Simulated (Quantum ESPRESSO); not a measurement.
SiO2:

```
Si O
1.0
     4.97559    0.00000    0.00000
     0.00000    4.97559    0.00000
     0.00000    0.00000    6.90089
Si O
4 8
Direct
  0.80325 0.80325 0.50000
  0.69675 0.30325 0.25000
  0.30325 0.69675 0.75000
  0.19675 0.19675 0.00000
  0.76176 0.11039 0.43204
  0.88961 0.23824 0.06796
  0.11039 0.76176 0.56796
  0.26176 0.38961 0.81796
  0.23824 0.88961 0.93204
  0.73824 0.61039 0.31796
  0.38961 0.26176 0.18204
  0.61039 0.73824 0.68204
```

The cell comes from a database or a generator and needn't be the stable form of this composition.

A run of Quantum ESPRESSO 7.5 on this cell left the log below. Logs are shortened: lines on timing, memory, paths and dates and some standing lists are left out, and cuts for length are marked.

```text
This program is part of the open-source Quantum ESPRESSO suite
     for quantum simulation of materials; please cite
         "P. Giannozzi et al., J. Phys.:Condens. Matter 21 395502 (2009);
         "P. Giannozzi et al., J. Phys.:Condens. Matter 29 465901 (2017);
         "P. Giannozzi et al., J. Chem. Phys. 152 154105 (2020);
     in publications or presentations arising from this work. More details at

     file O.pbe-n-kjpaw_psl.0.1.UPF: wavefunction(s)  2P renormalized
     Message from routine setup:
     using ibrav=0 with symmetry is DISCOURAGED, use correct ibrav instead

     K-points division:     npool     =       2
     Subspace diagonalization in iterative solution of the eigenvalue problem:
     a serial algorithm will be used

     G-vector sticks info
     --------------------
     sticks:   dense  smooth     PW     G-vecs:    dense   smooth      PW
     Sum        3109    1549    437               179747    63393    9733

     Using Slab Decomposition

     bravais-lattice index     =            0
     lattice parameter (alat)  =       9.4025  a.u.
     unit-cell volume          =    1152.8973 (a.u.)^3
     number of atoms/cell      =           12
     number of atomic types    =            2
     number of electrons       =        64.00
     number of Kohn-Sham states=           43
     kinetic-energy cutoff     =      55.0000  Ry
     charge density cutoff     =     440.0000  Ry
     scf convergence threshold =      2.4E-09
     mixing beta               =       0.5000
     number of iterations used =            8  plain     mixing
     Exchange-correlation= SLA  PW   PBX  PBC
                           (   1   4   3   4   0   0   0)

     celldm(1)=   9.402500  celldm(2)=   0.000000  celldm(3)=   0.000000
     celldm(4)=   0.000000  celldm(5)=   0.000000  celldm(6)=   0.000000

     crystal axes: (cart. coord. in units of alat)
[... 424 lines left out ...]
     0.0672   0.0672   0.1073   0.1073   0.6261   0.6261   1.0727   1.0727
    10.2013  10.2013  10.6875  10.6875  11.2443  11.2443  11.5061  11.5061
    11.6131  11.6131  12.3654

          k =-0.5000-0.5000 0.0000 (  7936 PWs)   bands (ev):

   -17.0805 -17.0805 -17.0620 -17.0620 -15.9672 -15.9672 -15.9545 -15.9545
    -6.0294  -6.0294  -5.9055  -5.9055  -3.6248  -3.6248  -3.4702  -3.4702
    -1.5716  -1.5716  -1.3887  -1.3887  -1.0465  -1.0465  -0.8164  -0.8164
     0.1044   0.1044   0.1380   0.1380   0.8591   0.8591   0.9149   0.9149
    10.1862  10.1862  10.2987  10.2987  11.2272  11.2272  11.6682  11.6682
    12.7309  12.7312  12.8801

          k =-0.5000-0.5000 0.1803 (  7980 PWs)   bands (ev):

   -17.0772 -17.0772 -17.0642 -17.0642 -15.9663 -15.9663 -15.9573 -15.9573
    -6.0025  -6.0025  -5.9139  -5.9139  -3.6244  -3.6244  -3.5140  -3.5140
    -1.5662  -1.5662  -1.4664  -1.4664  -0.9221  -0.9221  -0.7972  -0.7972
     0.0942   0.0942   0.1380   0.1380   0.8388   0.8388   0.8905   0.8905
    10.3568  10.3568  10.4756  10.4756  11.2902  11.2902  11.5665  11.5665
    12.0675  12.0675  12.3820

          k =-0.5000-0.5000-0.3605 (  7944 PWs)   bands (ev):

   -17.0701 -17.0701 -17.0701 -17.0701 -15.9627 -15.9627 -15.9627 -15.9627
    -5.9489  -5.9489  -5.9489  -5.9489  -3.5908  -3.5908  -3.5908  -3.5908
    -1.5403  -1.5403  -1.5403  -1.5403  -0.7978  -0.7978  -0.7978  -0.7978
     0.1080   0.1080   0.1080   0.1080   0.8432   0.8432   0.8432   0.8432
    10.6872  10.6872  10.6872  10.6872  11.3263  11.3263  11.3263  11.3265
    11.8101  11.8101  11.8101

     the Fermi energy is     5.5147 ev

!    total energy              =    -380.30601359 Ry
     estimated scf accuracy    <          6.3E-11 Ry
     smearing contrib. (-TS)   =      -0.00000000 Ry
     internal energy E=F+TS    =    -380.30601359 Ry

     The total energy is F=E-TS. E is the sum of the following terms:
     one-electron contribution =    -175.18815594 Ry
     hartree contribution      =     120.00103660 Ry
     xc contribution           =     -85.93395761 Ry
     ewald contribution        =    -163.21466790 Ry
     one-center paw contrib.   =     -75.97026874 Ry

     convergence has been achieved in  12 iterations

     Forces acting on atoms (cartesian axes, Ry/au):

     atom    1 type  1   force =    -0.00140504   -0.00140504   -0.00000000
     atom    2 type  1   force =     0.00140504   -0.00140504   -0.00000000
     atom    3 type  1   force =    -0.00140504    0.00140504    0.00000000
     atom    4 type  1   force =     0.00140504    0.00140504   -0.00000000
     atom    5 type  2   force =     0.00176416    0.00688491    0.00958924
     atom    6 type  2   force =    -0.00688491   -0.00176416   -0.00958924
     atom    7 type  2   force =     0.00688491    0.00176416   -0.00958924
     atom    8 type  2   force =     0.00176416   -0.00688491   -0.00958924
     atom    9 type  2   force =    -0.00176416   -0.00688491    0.00958924
     atom   10 type  2   force =    -0.00176416    0.00688491   -0.00958924
     atom   11 type  2   force =    -0.00688491    0.00176416    0.00958924
     atom   12 type  2   force =     0.00688491   -0.00176416    0.00958924

     Total force =     0.033993     Total SCF correction =     0.000013

     Computing stress (Cartesian axis) and pressure

          total   stress  (Ry/bohr**3)                   (kbar)     P=       51.67
   0.00034685   0.00000000   0.00000000           51.02        0.00        0.00
   0.00000000   0.00034685   0.00000000            0.00       51.02        0.00
   0.00000000   0.00000000   0.00036010            0.00        0.00       52.97

=------------------------------------------------------------------------------=
   JOB DONE.
=------------------------------------------------------------------------------=
```

Task: Write the input and the command behind it.

Result: Single point with PBE, no spin polarisation. The files as run (others can give the same):

pw.in
```
&CONTROL
  calculation = 'scf'
  prefix = 'pwscf'
  outdir = './tmp'
  pseudo_dir = './pseudo'
  tprnfor = .true.
  tstress = .true.
  disk_io = 'nowf'
/
&SYSTEM
  ibrav = 0
  nat = 12
  ntyp = 2
  ecutwfc = 55
  ecutrho = 440
  nbnd = 43
  occupations = 'smearing'
  smearing = 'fd'
  degauss = 0.00367493
/
&ELECTRONS
  conv_thr = 2.4d-09
  electron_maxstep = 120
  mixing_beta = 0.5
/
ATOMIC_SPECIES
Si    28.0850 Si.pbe-n-rrkjus_psl.1.0.0.UPF
O     15.9990 O.pbe-n-kjpaw_psl.0.1.UPF
CELL_PARAMETERS angstrom
   4.9755888200    0.0000000000    0.0000000000
   0.0000000000    4.9755888200    0.0000000000
   0.0000000000    0.0000000000    6.9008894400
ATOMIC_POSITIONS crystal
Si     0.8032465600    0.8032465600    0.5000000000
Si     0.6967534400    0.3032465600    0.2500000000
Si     0.3032465600    0.6967534400    0.7500000000
Si     0.1967534400    0.1967534400    0.0000000000
O      0.7617576300    0.1103870700    0.4320415600
O      0.8896129300    0.2382423700    0.0679584400
O      0.1103870700    0.7617576300    0.5679584400
O      0.2617576300    0.3896129300    0.8179584400
O      0.2382423700    0.8896129300    0.9320415600
O      0.7382423700    0.6103870700    0.3179584400
O      0.3896129300    0.2617576300    0.1820415600
O      0.6103870700    0.7382423700    0.6820415600
K_POINTS automatic
6 6 4 0 0 0
```

Potentials or basis: SSSP 1.3 efficiency PBE.
Launch:
```sh
$ OMP_NUM_THREADS=1 mpirun -n 2 pw.x -nk 2 -in pw.in > pw.out
```
